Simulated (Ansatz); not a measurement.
# Copper, simple cubic under PBE: from relaxation to bulk modulus

Aim: take copper in the simple cubic structure, relax it, solve it on a dense k-mesh, switch on spin-orbit coupling, then scale the cell to 7 volumes from 88 to 112 % of the relaxed one and try a fit of the equation of state. The k-meshes are 13×13×13 for the relaxation; 21×21×21 for the dense run; 13×13×13 for spin-orbit coupling; 21×21×21 for the volumes.

This is Cu in the simple cubic structure; at room conditions it is fcc.

Program: Ansatz 0.2.0. Level of theory: DFT PBE, plane waves (420 eV) with PAW, scalar-relativistic. These are calculated values, not measurements.

## 1. Starting point

The structure is cubic, space group Pm-3m (No. 221). The conventional cell has a = 2.336 Å, b = 2.336 Å, c = 2.336 Å, α = 90.00°, β = 90.00°, γ = 90.00°. Cu (site symmetry m-3m) is surrounded by 6 Cu at 2.34 Å.

As a file:

```cif
data_structure
_symmetry_space_group_name_H-M 'Pm-3m'
_symmetry_Int_Tables_number 221
_cell_length_a 2.3365
_cell_length_b 2.3365
_cell_length_c 2.3365
_cell_angle_alpha 90.000
_cell_angle_beta 90.000
_cell_angle_gamma 90.000
_cell_volume 12.75
loop_
_atom_site_label
_atom_site_type_symbol
_atom_site_symmetry_multiplicity
_atom_site_Wyckoff_symbol
_atom_site_fract_x
_atom_site_fract_y
_atom_site_fract_z
_atom_site_occupancy
Cu1 Cu 1 a 0.00000 0.00000 0.00000 1
```

## 2. Geometry optimisation

Input file input.yaml:

```yaml
crystal:
  lattice:
    - [2.3364585681, 0.0, 0.0]
    - [0.0, 2.3364585681, 0.0]
    - [0.0, 0.0, 2.3364585681]
  atoms:
    - { symbol: Cu, position: [0.0, 0.0, 0.0] }
hamiltonian:
  xc: pbe
  pseudopotentials:
    kind: paw
    azcp:
      Cu: "pseudopotentials/Cu.paw.azcp"
basis:
  ecutwfc: 420
  fft_grid_basis: typed
kpoints:
  mp_grid: { grid: [13, 13, 13], shift: [0, 0, 0] }
magnetization:
  spin_polarized: false
scf:
  occupations: { method: fermi_dirac, width: 0.1 }
relax:
  max_steps: 60
  f_tol: 0.01
  cell: {}
```

The program printed:

```text
Engine: ansatz 0.2.0, x86_64-unknown-linux-gnu
Pseudopotentials: kind: paw
Pseudopotential: Cu, paw, valence charge 19, recommended cutoff 420 eV (normal), <dir>
Functional definition: PBE
  parameter kappa = 0.804
  parameter beta = 0.06672455060314922
  exchange = pbe_x(kappa = kappa, mu = beta*pi^2/3)
  correlation = pbe_c(beta = beta)
Crystal: 1 atoms, lattice volume = 12.755 Å³
Basis set: ecut = 420 eV, 251 PW (Γ), exchange–correlation on 32×32×32 points (8 copies of the dense FFT grid, shifted against one another)
Bands: 14, of which v1, the nominal top of the filled ones, is band 10 counted from 1 (9 counted from 0)
Symmetry: 48 space group operations
Space group: Pm-3m (ITA 221), of the structure as read, at distance tolerance 2.3e-5 Å
k-points: 84 of 2197
Non-local potential: Cu, projectors of the file, l = 0: 3, l = 1: 2, l = 2: 3, l = 3: 1
PAW form: soft (Blöchl's): semilocal exchange-correlation on the pseudo side does not see the compensation charge
PAW one-centre angular grid: Cu, 590 points (default); XC on 64 Gauss nodes
Initial density: superposition of atomic densities (neutral atoms: chi_scale 0, normalization atom), corrected by the library's trained network
Initial wavefunctions: pseudopotential atomic-orbital guess
Functional: x = pbe(κ = 0.804, μ = 0.2195149727645171), c = pbe(β = 0.06672455060314922)
SCF iter   1: F=—  HF=-6624.668630 eV  |F-HF|=—  |Δ(HF+E_count)|=         —  Δρ=3.49e-3  dr2=9.01e-4  ethr=1.77e-3  ⟨swp⟩=5.4  Hψ=5959  notcnv=0
preconditioner: auto → none  [metal: Δε(μ)=0.089 eV  Ē_g=16.778 eV  σ=0.100 eV  W_gap=0.21  n_scr=6 (ndim 8)  ℏωp=34.5 eV  f_vac=0.000  D(μ)=0.37/eV (n_scr^D=0)  sad-step TF]
SCF iter   2: F=—  HF=-6624.668742 eV  |F-HF|=—  |Δ(HF+E_count)|=   1.12e-4  Δρ=1.63e-3  dr2=2.21e-4  ethr=4.74e-6  ⟨swp⟩=2.4  Hψ=2322  notcnv=0
SCF iter   3: F=—  HF=-6624.668737 eV  |F-HF|=—  |Δ(HF+E_count)|=   4.38e-6  Δρ=3.62e-4  dr2=1.05e-5  ethr=1.16e-6  ⟨swp⟩=1.2  Hψ=1186  notcnv=0
SCF iter   4: F=—  HF=-6624.668714 eV  |F-HF|=—  |Δ(HF+E_count)|=   2.35e-5  Δρ=4.15e-5  dr2=6.98e-8  ethr=5.54e-8  ⟨swp⟩=2.5  Hψ=1658  notcnv=0
iter 5 did not close the SCF: its close was put off for the readings that it lacked (scf_convergence_deferred on its scf_iter line)
SCF iter   5: F=-6624.668714 eV  HF=-6624.668714 eV  |F-HF|=3.26e-9  |Δ(HF+E_count)|=   1.18e-7  Δρ=3.70e-6  dr2=5.31e-10  ethr=3.67e-10  ⟨swp⟩=2.1  Hψ=1978  notcnv=0
SCF iter   6: F=-6624.668714 eV  HF=-6624.668714 eV  |F-HF|=1.03e-9  |Δ(HF+E_count)|=   1.76e-9  Δρ=2.07e-6  dr2=2.57e-10  ethr=2.79e-12  ⟨swp⟩=1.9  Hψ=3830  notcnv=0
SCF 1 converged in 6 iterations: F = -6624.668714 eV  dr2 = 2.57e-10
relax step   1: F+E_penalty+E_count = -6624.66871394 eV  Δ(F+E_penalty+E_count) = +0.000e0 eV  max|allowed force component| = 0.000e0 eV/Å  Δτ_max = 0.0000 Å  P = +11.305 GPa  Ω = 12.755 Å³  (6 SCF iters, dr2 threshold 1.00e-7 eV, accepted)
Crystal: 1 atoms, lattice volume = 13.255 Å³
Initial density: handed on by an earlier stage of this run
Initial wavefunctions: those handed on with the density
iter 1 solved again at ethr=5.82e-5 eV; its pass at ethr=3.10e-3 eV (dr2=1.11e-2 eV) is discarded
SCF iter   1: F=—  HF=-6624.697320 eV  |F-HF|=—  |Δ(HF+E_count)|=         —  Δρ=1.12e-2  dr2=1.11e-2  ethr=5.82e-5  ⟨swp⟩=1.0  Hψ=7735  notcnv=0
preconditioner: auto → none  [metal: Δε(μ)=0.132 eV  Ē_g=16.352 eV  σ=0.100 eV  W_gap=0.30  n_scr=6 (ndim 8)  ℏωp=33.8 eV  f_vac=0.000  D(μ)=0.37/eV (n_scr^D=0)]
SCF iter   2: F=—  HF=-6624.694996 eV  |F-HF|=—  |Δ(HF+E_count)|=   2.32e-3  Δρ=1.02e-3  dr2=8.46e-5  ethr=5.82e-5  ⟨swp⟩=2.3  Hψ=1595  notcnv=0
SCF iter   3: F=—  HF=-6624.694875 eV  |F-HF|=—  |Δ(HF+E_count)|=   1.21e-4  Δρ=6.80e-4  dr2=5.85e-5  ethr=4.45e-7  ⟨swp⟩=2.3  Hψ=1962  notcnv=0
SCF iter   4: F=—  HF=-6624.694843 eV  |F-HF|=—  |Δ(HF+E_count)|=   3.24e-5  Δρ=9.78e-5  dr2=3.81e-7  ethr=3.08e-7  ⟨swp⟩=2.5  Hψ=1629  notcnv=0
iter 5 did not close the SCF: its close was put off for the readings that it lacked (scf_convergence_deferred on its scf_iter line)
SCF iter   5: F=-6624.694844 eV  HF=-6624.694844 eV  |F-HF|=3.93e-9  |Δ(HF+E_count)|=   1.17e-6  Δρ=6.25e-6  dr2=5.13e-9  ethr=2.01e-9  ⟨swp⟩=2.0  Hψ=1981  notcnv=0
SCF iter   6: F=-6624.694844 eV  HF=-6624.694844 eV  |F-HF|=5.46e-12  |Δ(HF+E_count)|=  9.98e-10  Δρ=6.78e-7  dr2=3.93e-11  ethr=2.70e-11  ⟨swp⟩=2.0  Hψ=3434  notcnv=0
SCF 2 converged in 6 iterations: F = -6624.694844 eV  dr2 = 3.93e-11
relax step   2: F+E_penalty+E_count = -6624.69484369 eV  Δ(F+E_penalty+E_count) = -2.613e-2 eV  max|allowed force component| = 0.000e0 eV/Å  Δτ_max = 0.0000 Å  P = +5.844 GPa  Ω = 13.255 Å³  energy of the carried Pulay correction = -3.346e-4 eV  (6 SCF iters, dr2 threshold 1.00e-7 eV, accepted)
Crystal: 1 atoms, lattice volume = 13.836 Å³
Basis set: ecut = 420 eV, 257 PW (Γ), exchange–correlation on 32×32×32 points (8 copies of the dense FFT grid, shifted against one another)
iter 1 solved again at ethr=7.73e-5 eV; its pass at ethr=3.10e-3 eV (dr2=1.47e-2 eV) is discarded
SCF iter   1: F=—  HF=-6624.709399 eV  |F-HF|=—  |Δ(HF+E_count)|=         —  Δρ=1.27e-2  dr2=1.49e-2  ethr=7.73e-5  ⟨swp⟩=1.0  Hψ=7772  notcnv=0
preconditioner: auto → none  [metal: Δε(μ)=0.137 eV  Ē_g=15.902 eV  σ=0.100 eV  W_gap=0.31  n_scr=6 (ndim 8)  ℏωp=33.1 eV  f_vac=0.000  D(μ)=0.37/eV (n_scr^D=0)]
SCF iter   2: F=—  HF=-6624.706347 eV  |F-HF|=—  |Δ(HF+E_count)|=   3.05e-3  Δρ=1.09e-3  dr2=1.15e-4  ethr=7.73e-5  ⟨swp⟩=2.4  Hψ=1687  notcnv=0
SCF iter   3: F=—  HF=-6624.706196 eV  |F-HF|=—  |Δ(HF+E_count)|=   1.51e-4  Δρ=7.90e-4  dr2=8.28e-5  ethr=6.05e-7  ⟨swp⟩=2.1  Hψ=1959  notcnv=0
SCF iter   4: F=—  HF=-6624.706139 eV  |F-HF|=—  |Δ(HF+E_count)|=   5.68e-5  Δρ=9.01e-5  dr2=3.85e-7  ethr=4.36e-7  ⟨swp⟩=2.3  Hψ=1656  notcnv=0
iter 5 did not close the SCF: its close was put off for the readings that it lacked (scf_convergence_deferred on its scf_iter line)
SCF iter   5: F=-6624.706141 eV  HF=-6624.706141 eV  |F-HF|=1.86e-9  |Δ(HF+E_count)|=   1.10e-6  Δρ=5.33e-6  dr2=4.15e-9  ethr=2.03e-9  ⟨swp⟩=2.0  Hψ=1982  notcnv=0
SCF iter   6: F=-6624.706141 eV  HF=-6624.706141 eV  |F-HF|=3.64e-12  |Δ(HF+E_count)|=  5.86e-10  Δρ=6.62e-7  dr2=3.94e-11  ethr=2.18e-11  ⟨swp⟩=2.0  Hψ=3506  notcnv=0
SCF 3 converged in 6 iterations: F = -6624.706141 eV  dr2 = 3.94e-11
relax step   3: F+E_penalty+E_count = -6624.70614056 eV  Δ(F+E_penalty+E_count) = -1.130e-2 eV  max|allowed force component| = 0.000e0 eV/Å  Δτ_max = 0.0000 Å  P = +0.800 GPa  Ω = 13.836 Å³  energy of the carried Pulay correction = -7.072e-4 eV  (6 SCF iters, dr2 threshold 1.00e-7 eV, accepted)
Crystal: 1 atoms, lattice volume = 13.941 Å³
iter 1 solved again at ethr=2.63e-6 eV; its pass at ethr=3.10e-3 eV (dr2=4.99e-4 eV) is discarded
SCF iter   1: F=—  HF=-6624.706460 eV  |F-HF|=—  |Δ(HF+E_count)|=         —  Δρ=2.25e-3  dr2=4.66e-4  ethr=2.63e-6  ⟨swp⟩=2.1  Hψ=7325  notcnv=0
preconditioner: auto → none  [metal: Δε(μ)=0.137 eV  Ē_g=15.749 eV  σ=0.100 eV  W_gap=0.31  n_scr=6 (ndim 8)  ℏωp=33.0 eV  f_vac=0.000  D(μ)=0.38/eV (n_scr^D=0)]
SCF iter   2: F=—  HF=-6624.706370 eV  |F-HF|=—  |Δ(HF+E_count)|=   8.99e-5  Δρ=1.85e-4  dr2=4.61e-6  ethr=2.45e-6  ⟨swp⟩=2.1  Hψ=1500  notcnv=0
SCF iter   3: F=—  HF=-6624.706339 eV  |F-HF|=—  |Δ(HF+E_count)|=   3.08e-5  Δρ=1.21e-4  dr2=2.01e-6  ethr=2.43e-8  ⟨swp⟩=2.1  Hψ=1672  notcnv=0
iter 4 did not close the SCF: its close was put off for the readings that it lacked (scf_convergence_deferred on its scf_iter line)
SCF iter   4: F=-6624.706338 eV  HF=-6624.706338 eV  |F-HF|=5.27e-9  |Δ(HF+E_count)|=   5.24e-7  Δρ=1.22e-5  dr2=1.17e-8  ethr=1.06e-8  ⟨swp⟩=2.6  Hψ=1663  notcnv=0
iter 5 did not close the SCF: its close was put off for the readings that it lacked (scf_convergence_deferred on its scf_iter line)
SCF iter   5: F=-6624.706338 eV  HF=-6624.706338 eV  |F-HF|=3.01e-9  |Δ(HF+E_count)|=   2.59e-8  Δρ=6.35e-6  dr2=2.32e-9  ethr=6.18e-11  ⟨swp⟩=2.0  Hψ=1982  notcnv=0
SCF iter   6: F=-6624.706338 eV  HF=-6624.706338 eV  |F-HF|=0.00e0  |Δ(HF+E_count)|=  6.42e-10  Δρ=1.74e-7  dr2=1.09e-12  ethr=1.22e-11  ⟨swp⟩=2.0  Hψ=3494  notcnv=0
SCF 4 converged in 6 iterations: F = -6624.706338 eV  dr2 = 1.09e-12
relax step   4: F+E_penalty+E_count = -6624.70633838 eV  Δ(F+E_penalty+E_count) = -1.978e-4 eV  max|allowed force component| = 0.000e0 eV/Å  Δτ_max = 0.0000 Å  P = +0.007 GPa  Ω = 13.941 Å³  energy of the carried Pulay correction = -7.731e-4 eV  (6 SCF iters, dr2 threshold 1.00e-7 eV, accepted)
Basis set: ecut = 420 eV, 257 PW (Γ), exchange–correlation on 36×36×36 points (8 copies of the dense FFT grid, shifted against one another)
Initial wavefunctions: pseudopotential atomic-orbital guess (no wavefunctions were taken with the density)
iter 1 solved again at ethr=6.71e-8 eV; its pass at ethr=3.10e-3 eV (dr2=1.27e-5 eV) is discarded
SCF iter   1: F=—  HF=-6624.704504 eV  |F-HF|=—  |Δ(HF+E_count)|=         —  Δρ=1.99e-3  dr2=1.30e-5  ethr=6.71e-8  ⟨swp⟩=3.0  Hψ=9245  notcnv=0
preconditioner: auto → none  [metal: Δε(μ)=0.138 eV  Ē_g=15.734 eV  σ=0.100 eV  W_gap=0.31  n_scr=6 (ndim 8)  ℏωp=33.0 eV  f_vac=0.000  D(μ)=0.38/eV (n_scr^D=0)]
SCF iter   2: F=—  HF=-6624.706380 eV  |F-HF|=—  |Δ(HF+E_count)|=   1.88e-3  Δρ=9.99e-4  dr2=3.25e-6  ethr=6.71e-8  ⟨swp⟩=1.9  Hψ=1359  notcnv=0
SCF iter   3: F=—  HF=-6624.706964 eV  |F-HF|=—  |Δ(HF+E_count)|=   5.83e-4  Δρ=9.45e-5  dr2=3.59e-7  ethr=1.71e-8  ⟨swp⟩=2.7  Hψ=1601  notcnv=0
SCF iter   4: F=—  HF=-6624.706968 eV  |F-HF|=—  |Δ(HF+E_count)|=   4.57e-6  Δρ=9.89e-6  dr2=4.44e-10  ethr=1.89e-9  ⟨swp⟩=2.1  Hψ=1553  notcnv=0
SCF iter   5: F=—  HF=-6624.706968 eV  |F-HF|=—  |Δ(HF+E_count)|=   5.59e-8  Δρ=2.03e-6  dr2=3.03e-10  ethr=2.34e-12  ⟨swp⟩=2.1  Hψ=1865  notcnv=0
SCF iter   6: F=-6624.706968 eV  HF=-6624.706968 eV  |F-HF|=3.64e-12  |Δ(HF+E_count)|=  8.73e-11  Δρ=1.34e-7  dr2=1.46e-12  ethr=1.00e-12  ⟨swp⟩=4.1  Hψ=4992  notcnv=0
SCF 5 converged in 6 iterations: F = -6624.706968 eV  dr2 = 1.46e-12
relax step   5: F+E_penalty+E_count = -6624.70696844 eV  Δ(F+E_penalty+E_count) = -6.301e-4 eV  max|allowed force component| = 0.000e0 eV/Å  Δτ_max = 0.0000 Å  P = -0.012 GPa  Ω = 13.941 Å³  stress off target by 1.19e-2 GPa  SCF on the basis re-selected at this cell (its energy is not comparable with the rows above)  (6 SCF iters)
basis re-selected at this cell: Δ(F+E_penalty+E_count) = -6.301e-4 eV, ΔP = -0.019 GPa vs the last step (what re-selecting the basis moved, of the pressure what is left beyond the Pulay correction that the steps carried, after the strain that the cell walked since its last selection, with what the two solves' SCF thresholds leave and, on support functions, any second-order correction that the steps lacked; it is no measure of the basis error at this ecutwfc). The dense FFT grid was sized anew with the basis: this SCF ran on 18×18×18 points, the steps before it on 16×16×16, so part of this shift can come from that change (see relax.cell in the input reference). This SCF's stress stands 1.19e-2 GPa from its target on what of the cell is left free (relax.cell.stress_tol is 5.00e-2 GPa) and its largest allowed force component is 0.00e0 eV/Å (relax.f_tol is 1.00e-2 eV/Å): within both
SCF converged after 6 iterations
Free energy (F): -6624.706968 eV
Harris-Foulkes:  -6624.706968 eV  (|F-HF|=3.64e-12)
Internal energy: -6624.695336 eV  (E = F + TS)
E sigma→0 (E₀):  -6624.701152 eV
Entropy (-TS):   -0.011633 eV (-11.633 meV/atom)
Fermi energy:    13.297134 eV
--- Per-component energies (eV) ---
  E_band       = -416.346885
  E_kinetic    = 299.796687
  E_local      = -4459.974179  (includes V_loc(G=0)·N_el)
  E_nonlocal   = 392.562630
  E_hartree    = 1961.103203
  E_xc         = -88.622095
  E_vxc        = -114.294755  (∫ρ·V_xc dr)
  E_paw        = -1665.459570  (= ΣΔE_a)
  E_vpaw       = -456.644037  (= ΣTr[D̂ρ^β])
  E_aug_tail   = 0.000376  (compensation charges beyond the density's cutoff)
  E_ewald      = -3064.102388
  E_smearing   = -0.011633  (= −TS)
  E_closure    = 0.000000  (closes the sum)
  Σ components = -6624.706968   (vs F -6624.706968, Δ=0.00e0)
--- Forces (eV/Å), atoms counted from 1 ---
  atom   1  Cu    -0.00000000     0.00000000     0.00000000
  max |Σ_I F_I| component: 1.64e-32 eV/Å
--- Stress (GPa, compression-positive) ---
       -0.011940      -0.000000      -0.000000
       -0.000000      -0.011940      -0.000000
       -0.000000      -0.000000      -0.011940
  P = ⅓ Tr σ = -0.0119 GPa (-0.119 kbar)
--- Relaxed structure (4 steps of the walk, 4 accepted, 1 SCFs on fresh bases) ---
  F+E_penalty+E_count = -6624.70696844 eV   max|allowed force component| = 0.000e0 eV/Å   (the final SCF, on the basis selected at the relaxed cell)
  cell:  # Å, volume = 13.9409 Å³
    - [2.4067479195564685, 2.1666711874356408e-34, 8.024708101613483e-35]
    - [-1.0672861775145931e-33, 2.4067479195564685, 3.209883240645393e-35]
    - [-1.7654357823549661e-34, 3.209883240645393e-35, 2.4067479195564685]
  atoms:
    - { symbol: Cu, position: [0.0, 0.0, 0.0] }
```

Run time: 9.4 s. Hardware: 1 thread of an x86-64 CPU, shared host; peak memory 0.48 GiB.

Step by step:

| step | energy change (meV/atom) | largest force (eV/Å) | pressure (GPa) | volume (Å³/atom) |
| --- | --- | --- | --- | --- |
| 1 | 0.00 | 0.0000 | 11.30 | 12.755 |
| 2 | -26.13 | 0.0000 | 5.84 | 13.255 |
| 3 | -37.43 | 0.0000 | 0.80 | 13.836 |
| 4 | -37.62 | 0.0000 | 0.01 | 13.941 |
| 5 | -38.25 | 0.0000 | -0.01 | 13.941 |

Steps that repeat a cell are solved on a basis chosen anew, so their changes of energy are no gain of the relaxation.

Changes in the cell that was computed:

|  | before | after | change |
| --- | --- | --- | --- |
| a (Å) | 2.336 | 2.407 | +3.0 % |
| b (Å) | 2.336 | 2.407 | +3.0 % |
| c (Å) | 2.336 | 2.407 | +3.0 % |
| volume (Å³/atom) | 12.755 | 13.941 | +9.3 % |
| shortest distance (Å) | 2.336 | 2.407 | +3.0 % |
| space group (spins left aside) | Pm-3m | Pm-3m | same |

## 3. Dense single point

Input file input.yaml:

```yaml
crystal:
  lattice:
    - [2.4067479196, 0.0, 0.0]
    - [0.0, 2.4067479196, 0.0]
    - [0.0, 0.0, 2.4067479196]
  atoms:
    - { symbol: Cu, position: [0.0, 0.0, 0.0] }
hamiltonian:
  xc: pbe
  pseudopotentials:
    kind: paw
    azcp:
      Cu: "pseudopotentials/Cu.paw.azcp"
basis:
  ecutwfc: 420
  fft_grid_basis: typed
kpoints:
  mp_grid: { grid: [21, 21, 21], shift: [0, 0, 0] }
magnetization:
  spin_polarized: false
scf:
  occupations: { method: fermi_dirac, width: 0.1 }
```

The program printed (excerpt; [...] marks lines left out):

```text
[...]
Pseudopotentials: kind: paw
Pseudopotential: Cu, paw, valence charge 19, recommended cutoff 420 eV (normal), <dir>
Functional definition: PBE
[...]
Crystal: 1 atoms, lattice volume = 13.941 Å³
Basis set: ecut = 420 eV, 257 PW (Γ)
Bands: 14, of which v1, the nominal top of the filled ones, is band 10 counted from 1 (9 counted from 0)
Symmetry: 48 space group operations
Space group: Pm-3m (ITA 221), of the structure as read, at distance tolerance 2.4e-5 Å
k-points: 286 of 9261
[...]
SCF iter   1: F=—  HF=-6624.708586 eV  |F-HF|=—  |Δ(HF+E_count)|=         —  Δρ=2.25e-3  dr2=3.99e-4  ethr=1.77e-3  ⟨swp⟩=5.5  Hψ=20094  notcnv=0
[...]
SCF iter   6: F=-6624.708760 eV  HF=-6624.708760 eV  |F-HF|=9.28e-11  |Δ(HF+E_count)|=  7.72e-10  Δρ=1.26e-6  dr2=7.42e-11  ethr=1.42e-12  ⟨swp⟩=1.1  Hψ=11936  notcnv=0
[...]
SCF converged after 6 iterations
Free energy (F): -6624.708760 eV
[...]
E sigma→0 (E₀):  -6624.704257 eV
Entropy (-TS):   -0.009006 eV (-9.006 meV/atom)
Fermi energy:    13.312916 eV
[...]
```

It took 4.8 s on 1 thread of an x86-64 CPU, shared host; peak memory 0.5 GiB.

## 4. With spin-orbit coupling

Changes to input.yaml since step 3:

```diff
@@ -10,3 +10,3 @@
   pseudopotentials:
-    kind: paw
+    kind: paw_fr
     azcp:
@@ -17,5 +17,6 @@
 kpoints:
-  mp_grid: { grid: [21, 21, 21], shift: [0, 0, 0] }
+  mp_grid: { grid: [13, 13, 13], shift: [0, 0, 0] }
 magnetization:
-  spin_polarized: false
+  noncollinear: true
+  spin_orbit: true
 scf:
```

The program printed (excerpt; [...] marks lines left out):

```text
[...]
Pseudopotentials: kind: paw_fr
Pseudopotential: Cu, paw_fr, valence charge 19, recommended cutoff 420 eV (normal), <dir>
Functional definition: PBE
[...]
non-collinear run that drives no moment, with spin-orbit: no starting moment large enough to seed its density (crystal.atoms[].spin), no starting occupations that ask for one, no magnetisation constraint and no magnetic field, so the semilocal B_xc is pinned to zero
Crystal: 1 atoms, lattice volume = 13.941 Å³
Basis set: ecut = 420 eV, 257 PW (Γ)
Bands: 28, of which v1, the nominal top of the filled ones, is band 19 counted from 1 (18 counted from 0)
Symmetry: 48 space group operations + 48 with time reversal
Magnetic group: BNS 221.93 (UNI 1595), of the structure as read, at distance tolerance 2.4e-5 Å
k-points: 84 of 2197
Projection manifold: j_resolved (fully-relativistic pseudo-atomic orbitals)
[...]
SCF iter   1: F=—  HF=-6625.821755 eV  |F-HF|=—  |Δ(HF+E_count)|=         —  Δρ=2.26e-1  dr2=4.47e0  dr2_m=0.00e0 (ungated)  ethr=3.10e-3  |M|=0.00e0 ∫|m|=0.00e0 μB  |m|>n=0.0e0 m-floor=0.0e0 τ_xc=0.0e0  β_m=0.30  ⟨swp⟩=6.1  Hψ=5363  notcnv=0  defer=54
[...]
SCF iter   8: F=-6625.073964 eV  HF=-6625.073964 eV  |F-HF|=1.46e-8  |Δ(HF+E_count)|=   1.13e-7  Δρ=1.41e-5  dr2=1.66e-8  dr2_m=0.00e0 (ungated)  ethr=5.26e-10  |M|=0.00e0 ∫|m|=0.00e0 μB  |m|>n=0.0e0 m-floor=0.0e0 τ_xc=0.0e0  ⟨swp⟩=2.3  Hψ=2437  notcnv=0
[...]
SCF converged after 8 iterations
Magnetization: |M| = 0.0000 μB,  M = (+0.0000, +0.0000, +0.0000) μB
Absolute magnetization: 0.0000 μB (∫|m|)
  site 0: m = (+0.0000, +0.0000, +0.0000) μB, |m| = 0.0000 μB  (R = 0.99 Å)
Free energy (F): -6625.073964 eV
[...]
E sigma→0 (E₀):  -6625.068137 eV
Entropy (-TS):   -0.011654 eV (-11.654 meV/atom)
Fermi energy:    13.300132 eV
[...]
```

Run time: 8.5 s. Hardware: 1 thread of an x86-64 CPU, shared host; peak memory 0.46 GiB.

Side by side:

|  | scalar-relativistic | with spin-orbit coupling |
| --- | --- | --- |
| k-mesh | 21×21×21 | 13×13×13 |
| gap on the mesh | none (levels filled in part) | none (levels filled in part) |

The meshes differ, so small differences between the columns need not come from spin-orbit coupling.

## 5. Equation of state: 88 %

Input file input.yaml:

```yaml
crystal:
  lattice:
    - [2.3063479545, 0.0, 0.0]
    - [0.0, 2.3063479545, 0.0]
    - [0.0, 0.0, 2.3063479545]
  atoms:
    - { symbol: Cu, position: [0.0, 0.0, 0.0] }
hamiltonian:
  xc: pbe
  pseudopotentials:
    kind: paw
    azcp:
      Cu: "pseudopotentials/Cu.paw.azcp"
basis:
  ecutwfc: 420
  fft_grid_basis: typed
kpoints:
  mp_grid: { grid: [21, 21, 21], shift: [0, 0, 0] }
magnetization:
  spin_polarized: false
scf:
  occupations: { method: fermi_dirac, width: 0.1 }
output:
  stress: true
```

The program printed (excerpt; [...] marks lines left out):

```text
[...]
Pseudopotentials: kind: paw
Pseudopotential: Cu, paw, valence charge 19, recommended cutoff 420 eV (normal), <dir>
Functional definition: PBE
[...]
Crystal: 1 atoms, lattice volume = 12.268 Å³
Basis set: ecut = 420 eV, 251 PW (Γ)
Bands: 14, of which v1, the nominal top of the filled ones, is band 10 counted from 1 (9 counted from 0)
Symmetry: 48 space group operations
Space group: Pm-3m (ITA 221), of the structure as read, at distance tolerance 2.3e-5 Å
k-points: 286 of 9261
[...]
SCF iter   1: F=—  HF=-6624.626681 eV  |F-HF|=—  |Δ(HF+E_count)|=         —  Δρ=4.30e-3  dr2=1.35e-3  ethr=1.77e-3  ⟨swp⟩=5.3  Hψ=20255  notcnv=0
[...]
SCF iter   6: F=-6624.626662 eV  HF=-6624.626662 eV  |F-HF|=3.37e-9  |Δ(HF+E_count)|=   1.30e-9  Δρ=2.43e-6  dr2=3.46e-10  ethr=4.12e-12  ⟨swp⟩=2.0  Hψ=13732  notcnv=0
[...]
SCF converged after 6 iterations
Free energy (F): -6624.626662 eV
[...]
E sigma→0 (E₀):  -6624.622656 eV
Entropy (-TS):   -0.008010 eV (-8.010 meV/atom)
Fermi energy:    15.791368 eV
[...]
--- Stress (GPa, compression-positive) ---
       17.926531       0.000000       0.000000
        0.000000      17.926531       0.000000
        0.000000       0.000000      17.926531
  P = ⅓ Tr σ = 17.9265 GPa (179.265 kbar)
```

Run time: 4.4 s. Hardware: 1 thread of an x86-64 CPU, shared host; peak memory 0.51 GiB.

(Part 1 of 2 ends here.)
